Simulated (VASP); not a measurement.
**AlN in VASP: one cell, several levels of theory**

The known phase of AlN with 4 atoms a cell, under -4.0 % equal strain in all directions is computed at one geometry. Runs: PBE, r2SCAN. The results are then set beside those of Ansatz 0.2.0 for the same cell.

The COD entry's cell or inner coordinates are ideal or old and differ from later refinements, so a difference from it is no clean test against experiment.

Code: VASP 6.6.1. PAW datasets, plane waves. No spin polarisation and no zero-point or thermal motion.

## Step 1: Starting point

The cell comes from an earlier relaxation with r2SCAN in another program, then strained, with the atoms relaxed again.

The symmetry is P6_3mc (No. 186, hexagonal); conventional cell a = 2.983 Å, c = 4.780 Å, 9.21 Å³ an atom. Around Al lie 4 N at 1.81–1.83 Å; around N lie 4 Al at 1.81–1.83 Å.

As a file:

```
CELL_PARAMETERS angstrom
2.98305 0.00000 0.00000
-1.49152 2.58340 0.00000
0.00000 0.00000 4.78044
ATOMIC_POSITIONS crystal
Al 0.33333 0.66667 0.99886
Al 0.66667 0.33333 0.49886
N 0.33333 0.66667 0.38114
N 0.66667 0.33333 0.88114
```

## Step 2: PBE at this geometry

File INCAR:

```
ENCUT = 520.000000
SIGMA = 0.020000
EDIFF = 1.00e-07
GGA = PE
PREC = Accurate
IBRION = -1
ISIF = 2
ISMEAR = -1
NBANDS = 16
NELM = 120
NSW = 0
LASPH = .TRUE.
LCHARG = .FALSE.
LWAVE = .FALSE.
LREAL = .FALSE.
```

File KPOINTS:

```
KPOINTS created by Atomic Simulation Environment
0
Gamma
12 12 6
0 0 0
```

File KPOINTS_OPT:

```
special points
6
Reciprocal
0.0000000000 0.0000000000 0.0000000000 1
0.5000000000 0.0000000000 0.0000000000 1
0.3333333333 0.3333333333 0.0000000000 1
0.0000000000 0.0000000000 0.5000000000 1
0.5000000000 0.0000000000 0.5000000000 1
0.3333333333 0.3333333333 0.5000000000 1
```

File POSCAR:

```
Al N
 1.0000000000000000
     2.9830480613024712   -0.0000000000288676    0.0000000000000000
    -1.4915240306262356    2.5833954018122935    0.0000000000000000
     0.0000000000000000    0.0000000000000000    4.7804407265000002
 Al  N
   2   2
Cartesian
  0.0000000000166666  1.7222636011985730 -0.0054583780165269
  1.4915240306595685  0.8611318005848527  2.3847619852334723
  0.0000000000166666  1.7222636011985730  1.8220258540865266
  1.4915240306595685  0.8611318005848527  4.2122462173365269
```

Potentials: the recommended PBE PAW datasets, 16 valence electrons in the neutral cell.

On the command line:

```console
$ mpirun -np 1 vasp_std
```

Printed to the terminal (iteration lines stand in OSZICAR):

```text
POSCAR found type information on POSCAR AlN
 POSCAR found :  2 types and       4 ions
 LDA part: xc-table for (Slater+PW92), standard interpolation
 POSCAR, INCAR and KPOINTS ok, starting setup
 FFT: planning ... GRIDC
 FFT: planning ... GRID_SOFT
 FFT: planning ... GRID
 WAVECAR not read
 entering main loop
 Start KPOINTS_OPT (optional k-point list driver)
k-point batch [1-6\6]
```

OSZICAR:

```text
N       E                     dE             d eps       ncg     rms          rms(c)
DAV:   1     0.406932788124E+02    0.40693E+02   -0.75579E+03  2432   0.910E+02
DAV:   2    -0.314649447110E+02   -0.72158E+02   -0.66900E+02  3368   0.197E+02
DAV:   3    -0.344802958483E+02   -0.30154E+01   -0.30086E+01  2984   0.412E+01
DAV:   4    -0.344966508744E+02   -0.16355E-01   -0.16354E-01  3024   0.338E+00
DAV:   5    -0.344968513505E+02   -0.20048E-03   -0.20048E-03  3040   0.378E-01    0.132E+01
DAV:   6    -0.292203625560E+02    0.52765E+01   -0.10656E+01  2864   0.245E+01    0.461E+00
DAV:   7    -0.292079907932E+02    0.12372E-01   -0.86136E-01  2776   0.659E+00    0.317E+00
DAV:   8    -0.291982371472E+02    0.97536E-02   -0.52356E-02  2720   0.204E+00    0.432E-01
DAV:   9    -0.291943646430E+02    0.38725E-02   -0.11122E-02  3192   0.790E-01    0.219E-01
DAV:  10    -0.291948947979E+02   -0.53015E-03   -0.17915E-03  2656   0.272E-01    0.117E-01
DAV:  11    -0.291948264522E+02    0.68346E-04   -0.16816E-04  2856   0.101E-01    0.242E-02
DAV:  12    -0.291948286746E+02   -0.22224E-05   -0.95048E-06  2784   0.247E-02    0.756E-03
DAV:  13    -0.291948284248E+02    0.24982E-06   -0.22865E-06  2896   0.120E-02    0.459E-03
DAV:  14    -0.291948284487E+02   -0.23931E-07   -0.18679E-07  2472   0.376E-03
   1 F= -.29194828E+02 E0= -.29194828E+02  d E =-.428642E-12
       N       E                     dE             ncg
DAV:   1     0.271855935659E+04   -0.23921E+04      192
DAV:   2     0.232846348918E+04   -0.39010E+03      264
DAV:   3     0.231395032316E+04   -0.14513E+02      240
DAV:   4     0.231386272256E+04   -0.87601E-01      224
DAV:   5     0.231386151871E+04   -0.12038E-02      240
DAV:   6     0.231386149424E+04   -0.24470E-04      232
DAV:   7     0.231386149364E+04   -0.59487E-06      248
DAV:   8     0.231386149363E+04   -0.13925E-07      160
```

The lines after F= are the extra pass for the points of KPOINTS_OPT, at fixed density; their E is not a total energy.

OUTCAR, selected sections:

```text
k-points           NKPTS =     76   k-points in BZ     NKDIM =     76   number of bands    NBANDS=     16

   NELECT =      16.0000    total number of electrons

   dimension x,y,z NGX =    24 NGY =   24 NGZ =   36
   dimension x,y,z NGXF=    48 NGYF=   48 NGZF=   72

  energy-cutoff  :      520.00
  volume of cell :       36.84
      direct lattice vectors                 reciprocal lattice vectors
     2.983048061 -0.000000000  0.000000000     0.335227586  0.193543737  0.000000000
    -1.491524031  2.583395402  0.000000000     0.000000000  0.387087474  0.000000000
     0.000000000  0.000000000  4.780440727     0.000000000  0.000000000  0.209185734

 k-points in reciprocal lattice and weights: KPOINTS created by Atomic Simulation Env
   0.00000000  0.00000000  0.00000000       0.001
   0.08333333 -0.00000000  0.00000000       0.007
   0.16666667  0.00000000  0.00000000       0.007
   0.25000000  0.00000000  0.00000000       0.007
   0.33333333  0.00000000  0.00000000       0.007
   0.41666667  0.00000000  0.00000000       0.007
   0.50000000  0.00000000  0.00000000       0.003
   0.08333333  0.08333333  0.00000000       0.007
[... 68 more k-points ...]

 E-fermi :   7.8798

 k-point     1 :       0.0000    0.0000    0.0000
  band No.  band energies     occupation
      1      -8.5540      2.00000
      2      -5.9982      2.00000
      3       0.8410      2.00000
      4       6.5052      2.00000
      5       6.5052      2.00000
      6       7.1780      2.00000
      7       7.1780      2.00000
      8       7.4338      2.00000
      9      12.7849      0.00000
     10      15.2332      0.00000
     11      19.1033      0.00000
     12      19.5078      0.00000
     13      19.5078      0.00000
     14      21.7518      0.00000
     15      21.8173      0.00000
     16      21.8173      0.00000

 k-point     2 :       0.0833   -0.0000    0.0000
  band No.  band energies     occupation
      1      -8.4517      2.00000
      2      -5.9386      2.00000
      3       0.9572      2.00000
      4       6.0652      2.00000
      5       6.3742      2.00000
      6       6.7771      2.00000
      7       7.1709      2.00000
      8       7.3944      2.00000
      9      13.1765      0.00000
     10      15.6028      0.00000
     11      18.6017      0.00000
     12      18.8094      0.00000
     13      19.7945      0.00000
     14      21.5281      0.00000
     15      21.8425      0.00000
     16      21.8439      0.00000

 k-point     3 :       0.1667    0.0000    0.0000
  band No.  band energies     occupation
      1      -8.1525      2.00000
      2      -5.7747      2.00000
      3       1.2999      2.00000
      4       4.9831      2.00000
      5       5.8799      2.00000
      6       6.0718      2.00000
      7       7.1101      2.00000
      8       7.2535      2.00000
      9      13.9792      0.00000
     10      16.2247      0.00000
     11      17.2216      0.00000
     12      18.1524      0.00000
     13      20.6085      0.00000
     14      20.7451      0.00000
     15      21.0933      0.00000
     16      21.1020      0.00000

 k-point     4 :       0.2500    0.0000    0.0000
  band No.  band energies     occupation
      1      -7.6834      2.00000
      2      -5.5556      2.00000
      3       1.8489      2.00000
      4       3.7032      2.00000
      5       4.8493      2.00000
      6       5.7290      2.00000
      7       6.9672      2.00000
      8       6.9863      2.00000
      9      14.5003      0.00000
     10      15.6340      0.00000
     11      16.3343      0.00000
     12      18.6500      0.00000
     13      19.8643      0.00000
     14      20.2386      0.00000
     15      20.9103      0.00000
     16      21.8212      0.00000

 k-point     5 :       0.3333    0.0000    0.0000
  band No.  band energies     occupation
      1      -7.1002      2.00000
      2      -5.3724      2.00000
      3       2.4908      2.00000
      4       2.6282      2.00000
      5       3.9004      2.00000
      6       5.4331      2.00000
      7       6.4920      2.00000
      8       6.8452      2.00000
      9      14.2522      0.00000
     10      14.4838      0.00000
     11      16.4879      0.00000
     12      18.7901      0.00000
     13      19.5982      0.00000
     14      20.2055      0.00000
     15      20.9410      0.00000
     16      23.1357      0.00000

[... the tables of k-points 6 to 76 left out ...]

  Total        8.7482586      8.7482586      7.9915021      0.0000000      0.0000000      0.0000000
  in kB      380.4636098    380.4636098    347.5521102      0.0000000      0.0000000      0.0000000
  external PRESSURE =     369.4931100 kB  Pullay stress =       0.0000000 kB

 POSITION                                       TOTAL-FORCE (eV/Angst)
 -----------------------------------------------------------------------------------
      0.00000      1.72226      4.77498        -0.000000      0.000000     -0.005731
      1.49152      0.86113      2.38476         0.000000     -0.000000     -0.005731
      0.00000      1.72226      1.82203         0.000000     -0.000000      0.005731
      1.49152      0.86113      4.21225         0.000000     -0.000000      0.005731
 -----------------------------------------------------------------------------------
    total drift:                                0.000000      0.000000     -0.000462

  FREE ENERGIE OF THE ION-ELECTRON SYSTEM (eV)
  ---------------------------------------------------
  free  energy   TOTEN  =       -29.1948284487 eV

  energy  without entropy=      -29.1948284487  energy(sigma->0) =      -29.19482845
```

Hardware: 1 MPI rank of Intel Xeon Platinum 8488C, shared host.

The levels at the points of KPOINTS_OPT are read from vasprun.xml.

Near the gap, in eV above the top of the last filled band v; c is the band after it:

```csv
point,v−1,v,c,c+1
Γ,-0.26,0.00,5.35,7.80
M,-1.96,-0.74,6.06,6.26
K,-2.58,-2.58,5.09,8.92
A,-0.60,-0.60,7.60,7.60
L,-1.48,-1.48,5.73,5.73
H,-0.82,-0.82,7.84,7.84
```

The PBE gap is 5.09 eV and indirect (Γ to K), with 5.35 eV as the least direct one. Pressure: 36.95 GPa; the forces vanish within 0.01 eV/Å.

## Step 3: Single point with r2SCAN

File INCAR:

```
ENCUT = 520.000000
SIGMA = 0.010000
EDIFF = 1.00e-07
ALGO = Normal
METAGGA = R2SCAN
PREC = Accurate
IBRION = -1
ISIF = 2
ISMEAR = 0
NBANDS = 16
NELM = 120
NSW = 0
LASPH = .TRUE.
LCHARG = .TRUE.
LELF = .TRUE.
LWAVE = .FALSE.
LREAL = .FALSE.
```

KPOINTS is that of step 2.

KPOINTS_OPT is that of step 2.

POSCAR is that of step 2.

On the command line:

```console
$ mpirun -np 1 vasp_std
```

Standard output, without the iteration lines:

```text
POSCAR found type information on POSCAR AlN
 POSCAR found :  2 types and       4 ions
 -----------------------------------------------------------------------------
|                                                                             |
|                                                                             |
|     You enforced a specific xc type in the INCAR file but a different       |
|     I HOPE YOU KNOW WHAT YOU ARE DOING!                                     |
|                                                                             |
 -----------------------------------------------------------------------------

 LDA part: xc-table for (None), standard interpolation
 POSCAR, INCAR and KPOINTS ok, starting setup
 FFT: planning ... GRIDC
 FFT: planning ... GRID_SOFT
 FFT: planning ... GRID
 WAVECAR not read
 entering main loop
 Start KPOINTS_OPT (optional k-point list driver)
k-point batch [1-6\6]
```

OSZICAR:

```text
N       E                     dE             d eps       ncg     rms          rms(c)
DAV:   1     0.307852372368E+02    0.30785E+02   -0.78197E+03  2432   0.942E+02
DAV:   2    -0.438450742823E+02   -0.74630E+02   -0.69166E+02  3352   0.204E+02
DAV:   3    -0.469801580288E+02   -0.31351E+01   -0.31279E+01  2984   0.428E+01
DAV:   4    -0.469981782211E+02   -0.18020E-01   -0.18019E-01  3000   0.360E+00
DAV:   5    -0.469984146755E+02   -0.23645E-03   -0.23645E-03  3064   0.418E-01    0.137E+01
DAV:   6    -0.377607439307E+02    0.92377E+01   -0.82464E+00  2736   0.212E+01    0.582E+00
DAV:   7    -0.379805097305E+02   -0.21977E+00   -0.15443E+00  3128   0.845E+00    0.363E+00
DAV:   8    -0.380299987064E+02   -0.49489E-01   -0.62227E-02  2504   0.254E+00    0.880E-01
DAV:   9    -0.380210263638E+02    0.89723E-02   -0.22520E-02  2968   0.122E+00    0.134E-01
DAV:  10    -0.380214577557E+02   -0.43139E-03   -0.13061E-03  3000   0.274E-01    0.843E-02
DAV:  11    -0.380214187907E+02    0.38965E-04   -0.61552E-05  3104   0.613E-02    0.508E-02
DAV:  12    -0.380213978466E+02    0.20944E-04   -0.51422E-06  2560   0.212E-02    0.135E-01
DAV:  13    -0.380214306925E+02   -0.32846E-04   -0.84441E-06  2576   0.264E-02    0.174E-03
DAV:  14    -0.380214309391E+02   -0.24661E-06   -0.39439E-07  3312   0.489E-03    0.132E-03
DAV:  15    -0.380214311513E+02   -0.21218E-06   -0.42728E-09  1504   0.619E-04    0.882E-04
DAV:  16    -0.380214314168E+02   -0.26547E-06   -0.62840E-09  1376   0.623E-04    0.203E-04
DAV:  17    -0.380214314515E+02   -0.34749E-07   -0.56181E-10  1336   0.277E-04
   1 F= -.38021431E+02 E0= -.38021431E+02  d E =-.222580E-13
       N       E                     dE             ncg
DAV:   1     0.268839298613E+04   -0.24222E+04      192
DAV:   2     0.227977289860E+04   -0.40862E+03      272
DAV:   3     0.226515018550E+04   -0.14623E+02      240
DAV:   4     0.226505502424E+04   -0.95161E-01      224
DAV:   5     0.226505349436E+04   -0.15299E-02      248
DAV:   6     0.226505345968E+04   -0.34680E-04      232
DAV:   7     0.226505345876E+04   -0.92075E-06      240
DAV:   8     0.226505345874E+04   -0.23691E-07      184
```

Parts of OUTCAR:

```text
k-points           NKPTS =     76   k-points in BZ     NKDIM =     76   number of bands    NBANDS=     16

   NELECT =      16.0000    total number of electrons

   dimension x,y,z NGX =    24 NGY =   24 NGZ =   36
   dimension x,y,z NGXF=    48 NGYF=   48 NGZF=   72

  energy-cutoff  :      520.00
  volume of cell :       36.84
      direct lattice vectors                 reciprocal lattice vectors
     2.983048061 -0.000000000  0.000000000     0.335227586  0.193543737  0.000000000
    -1.491524031  2.583395402  0.000000000     0.000000000  0.387087474  0.000000000
     0.000000000  0.000000000  4.780440727     0.000000000  0.000000000  0.209185734

 k-points in reciprocal lattice and weights: KPOINTS created by Atomic Simulation Env
   0.00000000  0.00000000  0.00000000       0.001
   0.08333333 -0.00000000  0.00000000       0.007
   0.16666667  0.00000000  0.00000000       0.007
   0.25000000  0.00000000  0.00000000       0.007
   0.33333333  0.00000000  0.00000000       0.007
   0.41666667  0.00000000  0.00000000       0.007
   0.50000000  0.00000000  0.00000000       0.003
   0.08333333  0.08333333  0.00000000       0.007
[... 68 more k-points ...]

 E-fermi :   7.1972

 k-point     1 :       0.0000    0.0000    0.0000
  band No.  band energies     occupation
      1      -9.6133      2.00000
      2      -7.0923      2.00000
      3       0.4920      2.00000
      4       6.1978      2.00000
      5       6.1978      2.00000
      6       6.8810      2.00000
      7       6.8810      2.00000
      8       7.1530      2.00000
      9      13.2361      0.00000
     10      15.8388      0.00000
     11      19.8607      0.00000
     12      20.1068      0.00000
     13      20.1068      0.00000
     14      22.4614      0.00000
     15      22.5157      0.00000
     16      22.5157      0.00000

 k-point     2 :       0.0833   -0.0000    0.0000
  band No.  band energies     occupation
      1      -9.5104      2.00000
      2      -7.0333      2.00000
      3       0.6103      2.00000
      4       5.7592      2.00000
      5       6.0647      2.00000
      6       6.4842      2.00000
      7       6.8746      2.00000
      8       7.1129      2.00000
      9      13.6298      0.00000
     10      16.2157      0.00000
     11      19.2576      0.00000
     12      19.4416      0.00000
     13      20.4043      0.00000
     14      22.2528      0.00000
     15      22.5202      0.00000
     16      22.5569      0.00000

 k-point     3 :       0.1667    0.0000    0.0000
  band No.  band energies     occupation
      1      -9.2103      2.00000
      2      -6.8715      2.00000
      3       0.9589      2.00000
      4       4.6741      2.00000
      5       5.5806      2.00000
      6       5.7572      2.00000
      7       6.8146      2.00000
      8       6.9700      2.00000
      9      14.4527      0.00000
     10      16.8391      0.00000
     11      17.7819      0.00000
     12      18.7908      0.00000
     13      21.2347      0.00000
     14      21.4216      0.00000
     15      21.7236      0.00000
     16      21.8627      0.00000

 k-point     4 :       0.2500    0.0000    0.0000
  band No.  band energies     occupation
      1      -8.7418      2.00000
      2      -6.6567      2.00000
      3       1.5158      2.00000
      4       3.3835      2.00000
      5       4.5324      2.00000
      6       5.4081      2.00000
      7       6.6818      2.00000
      8       6.6903      2.00000
      9      14.9974      0.00000
     10      16.1204      0.00000
     11      16.9229      0.00000
     12      19.3751      0.00000
     13      20.5091      0.00000
     14      20.8028      0.00000
     15      21.6934      0.00000
     16      22.5504      0.00000

 k-point     5 :       0.3333    0.0000    0.0000
  band No.  band energies     occupation
      1      -8.1641      2.00000
      2      -6.4781      2.00000
      3       2.1480      2.00000
      4       2.3144      2.00000
      5       3.5674      2.00000
      6       5.1064      2.00000
      7       6.2079      2.00000
      8       6.5478      2.00000
      9      14.7480      0.00000
     10      14.9170      0.00000
     11      17.0833      0.00000
     12      19.5034      0.00000
     13      20.1447      0.00000
     14      20.9293      0.00000
     15      21.7479      0.00000
     16      23.9646      0.00000

[... the tables of k-points 6 to 76 left out ...]

  Total        7.6599333      7.6599333      6.9182084     -0.0000000      0.0000000      0.0000000
  in kB      333.1321126    333.1321126    300.8743390     -0.0000000      0.0000000      0.0000000
  external PRESSURE =     322.3795214 kB  Pullay stress =       0.0000000 kB

 POSITION                                       TOTAL-FORCE (eV/Angst)
 -----------------------------------------------------------------------------------
      0.00000      1.72226      4.77498        -0.000000      0.000000     -0.002191
      1.49152      0.86113      2.38476         0.000000     -0.000000     -0.002191
      0.00000      1.72226      1.82203        -0.000000     -0.000000      0.002191
      1.49152      0.86113      4.21225        -0.000000     -0.000000      0.002191
 -----------------------------------------------------------------------------------
    total drift:                               -0.000000     -0.000000     -0.032356

  FREE ENERGIE OF THE ION-ELECTRON SYSTEM (eV)
  ---------------------------------------------------
  free  energy   TOTEN  =       -38.0214314515 eV

  energy  without entropy=      -38.0214314515  energy(sigma->0) =      -38.02143145
```

Hardware: 1 MPI rank of Intel Xeon Platinum 8488C, shared host.

The levels at the points of KPOINTS_OPT are read from vasprun.xml.

Levels at the named points, in eV from the top of band v (v: the last filled band by count, c: the next):

```
point    v−1      v     c   c+1
    Γ  -0.27   0.00  6.08  8.69
    M  -1.95  -0.75  6.72  7.02
    K  -2.60  -2.60  5.76  9.75
    A  -0.62  -0.62  8.41  8.41
    L  -1.51  -1.51  6.44  6.44
    H  -0.83  -0.83  8.59  8.59
```

r2SCAN gives an indirect gap of 5.76 eV, from Γ to K; the least direct gap is 6.08 eV. Pressure: 32.24 GPa; the forces vanish within 0.01 eV/Å.

Density in a lattice plane of the grid's cell (edges 2.98 and 4.78 Å, at 0.333 of the third edge), which holds Al and N.

Values in e/Å³, 12 rows by 8 columns:
```
0.50 0.20 0.25 0.72 2.23 3.75 3.52 1.54
0.42 0.17 0.22 0.61 2.00 3.66 3.33 1.36
0.24 0.11 0.14 0.34 0.89 1.62 1.41 0.65
0.15 0.10 0.11 0.19 0.36 0.53 0.48 0.29
0.18 0.18 0.18 0.18 0.14 0.13 0.13 0.15
0.35 0.41 0.40 0.31 0.14 0.02 0.04 0.19
0.50 0.65 0.63 0.45 0.22 0.07 0.10 0.28
0.42 0.57 0.55 0.38 0.21 0.12 0.14 0.25
0.24 0.32 0.31 0.22 0.14 0.10 0.11 0.16
0.15 0.17 0.17 0.15 0.13 0.13 0.13 0.13
0.18 0.12 0.14 0.21 0.33 0.42 0.39 0.29
0.35 0.16 0.19 0.46 1.03 1.72 1.53 0.80
```
Columns run along the first of these edges and rows up along the second, over one cell in 8 and 12 even steps from the bottom left corner. Atoms in the plane (fractional): Al at (0.67, 0.50), N at (0.67, 0.88).

ELF in the same plane.

Ten even steps from ' ' (0.00) to '@' (0.87):
```
%%++..::**@@@@@@%%**##%%@@@@
%%++::::**@@@@@@**::--##@@@@
%%==..::++%%@@@@**--==##@@@@
##--....==##@@@@%%##%%%%@@%%
++::....--**%%@@@@@@@@@@@@##
--..    ..==**%%@@@@@@@@%%++
..........::--++##%%%%**==::
::::----::......::----::....
==******++==..            ::
##%%%%%%%%**==..        ::++
%%%%%%%%%%%%++::        --##
%%%%%%%%%%%%**--      ..==##
%%%%%%%%%%##**--..    ..==**
##########**==::..    ..--++
++********==--..      ..::--
--==++++==::....        ....
..::::::::......::::::::....
::........::--++++**++++==--
==::  ..--++##%%%%%%%%%%%%##
##--....++%%@@@@@@@@@@@@@@@@
```
Columns run along the first of these edges and rows up along the second, over one cell in 14 and 20 even steps from the bottom left corner. Atoms in the plane (fractional): Al at (0.67, 0.50), N at (0.67, 0.88).

Both are smooth fields of the valence electrons: close to the nuclei they are not physical.

Outside the cores ELF peaks at 0.88 on the N–Al line, 0.8 Å from N.

## Step 4: Results

| level | gap (eV) | pressure (GPa) | Ansatz: gap (eV) | Ansatz: pressure (GPa) |
| --- | --- | --- | --- | --- |
| PBE | 5.09 | 36.95 | 5.10 | 37.06 |
| r2SCAN | 5.76 | 32.24 | 5.77 | 32.40 |

In words: The gap runs from 5.09 eV (PBE) to 5.76 eV (r2SCAN). The pressure is highest with PBE (36.9 GPa) and lowest with r2SCAN (32.2 GPa), which orders the cells that they would relax to. The two programs agree on the gap within 0.02 eV, far less than the spread between functionals. The two codes have different PAW datasets and cutoffs.
